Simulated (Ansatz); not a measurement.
# Ta2Si: response to a stretch of c alone

Aim: apply a stretch of c alone to Ta2Si from -1 to +1 %, where the rest of the cell is held and the atoms relax, and follow energy, stress and any gap.

Computed with Ansatz 0.2.0 (DFT r2SCAN, scalar-relativistic, plane waves, PAW, unless a step's input says otherwise).

2 further runs of the same task are left out: 2 set aside as unsound or not needed.

### Step 1. The structure to begin with

The structure is tetragonal, space group I4/mcm (No. 140). Conventional cell: a = 6.168 Å, b = 6.168 Å, c = 5.049 Å, α = 90.00°, β = 90.00°, γ = 90.00°. Ta (site symmetry m2m) has 4 Si at 2.63 Å and 3 Ta at 2.85 to 2.94 Å as nearest neighbours. Si (site symmetry 422) is surrounded by 2 Si at 2.52 Å and 8 Ta at 2.63 Å.

Coordinates:

```cif
data_structure
_symmetry_space_group_name_H-M 'P 1'
_symmetry_Int_Tables_number 1
_cell_length_a 6.1682
_cell_length_b 6.1682
_cell_length_c 5.0494
_cell_angle_alpha 90.000
_cell_angle_beta 90.000
_cell_angle_gamma 90.000
_cell_volume 192.11
loop_
_atom_site_label
_atom_site_type_symbol
_atom_site_fract_x
_atom_site_fract_y
_atom_site_fract_z
_atom_site_occupancy
Ta1 Ta 0.33642 0.16358 0.50000 1
Ta2 Ta 0.83642 0.33642 0.50000 1
Ta3 Ta 0.16358 0.33642 0.00000 1
Ta4 Ta 0.66358 0.16358 0.00000 1
Ta5 Ta 0.83642 0.66358 0.00000 1
Ta6 Ta 0.33642 0.83642 0.00000 1
Ta7 Ta 0.66358 0.83642 0.50000 1
Ta8 Ta 0.16358 0.66358 0.50000 1
Si1 Si 0.00000 0.00000 0.25000 1
Si2 Si 0.00000 0.00000 0.75000 1
Si3 Si 0.50000 0.50000 0.75000 1
Si4 Si 0.50000 0.50000 0.25000 1
```

It goes back to an entry of the Materials Project, which need not be the stable form.

### Step 2. Zero strain

The input, input.yaml:

```yaml
crystal:
  lattice:
    - [6.1682272902, 0.0, 0.0]
    - [0.0, 6.1682272902, 0.0]
    - [0.0, 0.0, 5.0494044201]
  atoms:
    - { symbol: Ta, position: [0.3364154785, 0.1635845215, 0.5] }
    - { symbol: Ta, position: [0.8364154785, 0.3364154785, 0.5] }
    - { symbol: Ta, position: [0.1635845215, 0.3364154785, 0.0] }
    - { symbol: Ta, position: [0.6635845215, 0.1635845215, 0.0] }
    - { symbol: Ta, position: [0.8364154785, 0.6635845215, 0.0] }
    - { symbol: Ta, position: [0.3364154785, 0.8364154785, 0.0] }
    - { symbol: Ta, position: [0.6635845215, 0.8364154785, 0.5] }
    - { symbol: Ta, position: [0.1635845215, 0.6635845215, 0.5] }
    - { symbol: Si, position: [0.0, 0.0, 0.25] }
    - { symbol: Si, position: [0.0, 0.0, 0.75] }
    - { symbol: Si, position: [0.5, 0.5, 0.75] }
    - { symbol: Si, position: [0.5, 0.5, 0.25] }
basis:
  ecutwfc: 500
kpoints:
  mp_grid: { grid: [6, 6, 8] }
hamiltonian:
  xc: r2scan
scf:
  occupations: { method: gaussian, width: 0.1 }
output:
  forces: true
  stress: true
  eigenvalues: true
```

Run with:

```console
> ansatz run input.yaml --threads 1 --pin off --max-ram 2560MiB --backend cpu --events-out ev --progress --plain --runs-dir out
```

What it wrote, cut to the lines that bear on the results:

```text
Warning: RAYON_NUM_THREADS=1 ignored (pool sized by the plan → 1); use --threads N
[...]
Pseudopotentials: kind: paw
Pseudopotential: Ta, paw, valence charge 13, recommended cutoff 500 eV (meta_gga), Ta.paw.azcp
Pseudopotential: Si, paw, valence charge 4, recommended cutoff 500 eV (meta_gga), Si.paw.azcp
Functional definition: r2SCAN
[...]
Crystal: 12 atoms, lattice volume = 192.115 Å³
Basis set: ecut = 500 eV, 4891 PW (Γ), exchange–correlation on 180×180×160 points (64 copies of the dense FFT grid, shifted against one another)
Bands: 72, of which v1, the nominal top of the filled ones, is band 60 counted from 1 (59 counted from 0)
Symmetry: 32 space group operations
Space group: I4/mcm (ITA 140), of the structure as read, at distance tolerance 5.8e-5 Å
k-points: 50 of 288
[...]
SCF iter   1: F=—  HF=-82117.976397 eV  |F-HF|=—  |Δ(HF+E_count)|=         —  Δρ=5.85e-3  dr2=4.63e-2  dr2_τ=1.98e-1  ethr=1.77e-3  ⟨swp⟩=6.4  Hψ=15002  notcnv=0
[...]
SCF iter   7: F=-82118.154593 eV  HF=-82118.154593 eV  |F-HF|=0.00e0  |Δ(HF+E_count)|=   3.59e-8  Δρ=1.44e-6  dr2=3.16e-9  dr2_τ=1.75e-10  ethr=8.33e-11  ⟨swp⟩=4.0  Hψ=11294  notcnv=0
[...]
SCF converged after 7 iterations
Free energy (F): -82118.154593 eV
[...]
E sigma→0 (E₀):  -82118.138273 eV
Entropy (-TS):   -0.032640 eV (-2.720 meV/atom)
Fermi energy:    17.548865 eV
[...]
--- Forces (eV/Å), atoms counted from 1 ---
  atom   1  Ta     0.00872173    -0.00872173    -0.00000000
  atom   2  Ta     0.00872173     0.00872173     0.00000000
  atom   3  Ta    -0.00872173     0.00872173     0.00000000
  atom   4  Ta    -0.00872173    -0.00872173     0.00000000
  atom   5  Ta     0.00872173    -0.00872173    -0.00000000
  atom   6  Ta     0.00872173     0.00872173     0.00000000
  atom   7  Ta    -0.00872173     0.00872173     0.00000000
  atom   8  Ta    -0.00872173    -0.00872173     0.00000000
[...]
--- Stress (GPa, compression-positive) ---
        0.106719       0.000000       0.000000
        0.000000       0.106719       0.000000
        0.000000       0.000000      -0.190736
  P = ⅓ Tr σ = 0.0076 GPa (0.076 kbar)
--- Band table (eV; the first three rows and the last of 50) ---
[...]
```

Run time: 72 s. Hardware: 1 thread of Arm Neoverse V2, shared host; peak memory 1.1 GiB.

The crystal is set up in a cell of 12 atoms whose axes suit the strains; its energy is the zero of the series.

### Step 3. At -1.0 %

Edit input.yaml of step 2 so:

```diff
@@ -4,3 +4,3 @@
     - [0.0, 6.1682272902, 0.0]
-    - [0.0, 0.0, 5.0494044201]
+    - [0.0, 0.0, 4.9989103759]
   atoms:
@@ -30 +30,5 @@
   eigenvalues: true
+relax:
+  adjacent_minimum: "off"
+  f_tol: 0.008
+  max_steps: 40
```

Run with:

```console
> ansatz run input.yaml --threads 1 --pin off --max-ram 2560MiB --backend cpu --events-out ev --progress --plain --runs-dir out
```

What it wrote, cut to the lines that bear on the results:

```text
Warning: output.stress: scf.convergence.dr2_threshold = 6.4e-8 eV (the default of a walk held to its f_tol) is looser than the 1.2e-9 eV advised for a printed stress (1e-10 eV for each atom of the cell: 12). What an SCF threshold leaves in a stress goes as its square root, and in the free [...]
Warning: RAYON_NUM_THREADS=1 ignored (pool sized by the plan → 1); use --threads N
[...]
Pseudopotentials: kind: paw
Pseudopotential: Ta, paw, valence charge 13, recommended cutoff 500 eV (meta_gga), Ta.paw.azcp
Pseudopotential: Si, paw, valence charge 4, recommended cutoff 500 eV (meta_gga), Si.paw.azcp
Functional definition: r2SCAN
[...]
Crystal: 12 atoms, lattice volume = 190.194 Å³
Basis set: ecut = 500 eV, 4795 PW (Γ), exchange–correlation on 180×180×160 points (64 copies of the dense FFT grid, shifted against one another)
Bands: 72, of which v1, the nominal top of the filled ones, is band 60 counted from 1 (59 counted from 0)
Symmetry: 32 space group operations
Space group: I4/mcm (ITA 140), of the structure as read, at distance tolerance 5.8e-5 Å
[...]
--- Relaxed structure (3 steps of the walk, 2 accepted, 0 SCFs on fresh bases) ---
  F+E_penalty+E_count = -82118.13507147 eV   max|allowed force component| = 4.964e-4 eV/Å
  atoms:
    - { symbol: Ta, position: [0.3366388000277338, 0.1633611999722662, 0.5000000000000001] }
    - { symbol: Ta, position: [0.8366388000277339, 0.3366388000277338, 0.5000000000000001] }
    - { symbol: Ta, position: [0.1633611999722662, 0.3366388000277338, -7.148563502414031e-37] }
    - { symbol: Ta, position: [0.6633611999722662, 0.1633611999722662, -2.9722974562668864e-36] }
    - { symbol: Ta, position: [0.8366388000277339, 0.6633611999722662, -1.1663445714464997e-36] }
    - { symbol: Ta, position: [0.3366388000277338, 0.8366388000277339, 4.25151408301466e-36] }
    - { symbol: Ta, position: [0.6633611999722662, 0.8366388000277339, 0.5000000000000001] }
    - { symbol: Ta, position: [0.1633611999722662, 0.6633611999722662, 0.5000000000000001] }
    - { symbol: Si, position: [-1.464767376260695e-20, -5.8590695050427766e-21, 0.25000000000000006] }
    - { symbol: Si, position: [-1.464767376260695e-20, -5.8590695050427766e-21, 0.7500000000000001] }
    - { symbol: Si, position: [0.5, 0.5, 0.7500000000000001] }
    - { symbol: Si, position: [0.5, 0.5, 0.25000000000000006] }
```

It took 4.2 min on 1 thread of Arm Neoverse V2, shared host; peak memory 1.1 GiB.

Step by step:

| step | E - E(step 1) (eV/cell) | largest force component (eV/Å) |
| --- | --- | --- |
| 1 | 0.0000 | 0.0287 |
| 2 | 0.0025 | 0.0869 |
| 3 | -0.0003 | 0.0005 |

Step 1 is the start. Step 2 was tried and not accepted.

The cell is held at each strain. Atoms start from the nearest strain of the same sign that is done.

### Step 4. The cell strained by +1.0 %

Edit input.yaml of step 3 so:

```diff
@@ -4,3 +4,3 @@
     - [0.0, 6.1682272902, 0.0]
-    - [0.0, 0.0, 4.9989103759]
+    - [0.0, 0.0, 5.0998984643]
   atoms:
```

Run with:

```console
> ansatz run input.yaml --threads 1 --pin off --max-ram 2560MiB --backend cpu --events-out ev --progress --plain --runs-dir out
```

What it wrote, cut to the lines that bear on the results:

```text
Warning: output.stress: scf.convergence.dr2_threshold = 6.4e-8 eV (the default of a walk held to its f_tol) is looser than the 1.2e-9 eV advised for a printed stress (1e-10 eV for each atom of the cell: 12). What an SCF threshold leaves in a stress goes as its square root, and in the free [...]
Warning: RAYON_NUM_THREADS=1 ignored (pool sized by the plan → 1); use --threads N
[...]
Pseudopotentials: kind: paw
Pseudopotential: Ta, paw, valence charge 13, recommended cutoff 500 eV (meta_gga), Ta.paw.azcp
Pseudopotential: Si, paw, valence charge 4, recommended cutoff 500 eV (meta_gga), Si.paw.azcp
Functional definition: r2SCAN
[...]
Crystal: 12 atoms, lattice volume = 194.036 Å³
Basis set: ecut = 500 eV, 4947 PW (Γ), exchange–correlation on 180×180×160 points (64 copies of the dense FFT grid, shifted against one another)
Bands: 72, of which v1, the nominal top of the filled ones, is band 60 counted from 1 (59 counted from 0)
Symmetry: 32 space group operations
Space group: I4/mcm (ITA 140), of the structure as read, at distance tolerance 5.8e-5 Å
[...]
        0.000000      -1.556293       0.000000
        0.000000       0.000000      -3.428945
  P = ⅓ Tr σ = -2.1805 GPa (-21.805 kbar)
--- Band table (eV; the first three rows and the last of 50) ---
[...]
--- Relaxed structure (3 steps of the walk, 2 accepted, 0 SCFs on fresh bases) ---
  F+E_penalty+E_count = -82118.13241483 eV   max|allowed force component| = 1.404e-4 eV/Å
  atoms:
    - { symbol: Ta, position: [0.33631072199856576, 0.16368927800143424, 0.5] }
    - { symbol: Ta, position: [0.8363107219985658, 0.33631072199856576, 0.5] }
    - { symbol: Ta, position: [0.16368927800143424, 0.33631072199856576, 0.0] }
    - { symbol: Ta, position: [0.6636892780014342, 0.16368927800143424, 0.0] }
    - { symbol: Ta, position: [0.8363107219985658, 0.6636892780014342, 0.0] }
    - { symbol: Ta, position: [0.33631072199856576, 0.8363107219985658, 0.0] }
    - { symbol: Ta, position: [0.6636892780014342, 0.8363107219985658, 0.5] }
    - { symbol: Ta, position: [0.16368927800143424, 0.6636892780014342, 0.5] }
    - { symbol: Si, position: [-7.323836881303473e-21, 2.9295347525213894e-21, 0.25] }
    - { symbol: Si, position: [-7.323836881303473e-21, 2.9295347525213894e-21, 0.75] }
    - { symbol: Si, position: [0.5, 0.5, 0.75] }
    - { symbol: Si, position: [0.5, 0.5, 0.25] }
```

It took 4.2 min on 1 thread of Arm Neoverse V2, shared host; peak memory 1.1 GiB.

Relaxation path:

| step | energy from step 1 (eV/cell) | largest force component (eV/Å) |
| --- | --- | --- |
| 1 | 0.0000 | 0.0120 |
| 2 | 0.0004 | 0.0334 |
| 3 | -0.0001 | 0.0001 |

Step 1 is the start. Step 2 was tried and not accepted.

### Step 5. Energy and stress against strain (a metal throughout)

```tsv
strain (%)	ΔE (meV/atom)	a (Å)	b (Å)	c (Å)	σxx	σyy	σzz
-1.0	1.4	6.168	6.168	4.999	1.71	1.71	3.56
+0.0	0.0	6.168	6.168	5.049	0.11	0.11	-0.19
+1.0	2.0	6.168	6.168	5.100	-1.56	-1.56	-3.43
```

ΔE is over the unstrained cell. Stress in GPa, positive in compression, on the Cartesian axes of the input. 

### Step 6. Results

| quantity | value |
| --- | --- |
| largest energy cost | 2.0 meV/atom at +1.0 % |
| (1/V) d²E/dε², innermost pair | 343 GPa |

The pair at ±1.0 % gives a curvature of 343 GPa, a rough value of the elastic constant along c at held a and b; so few points cannot test it. On this cell's mesh the unstrained reference holds a stress of up to 0.19 GPa. The runs treat Ta without spin-orbit coupling.
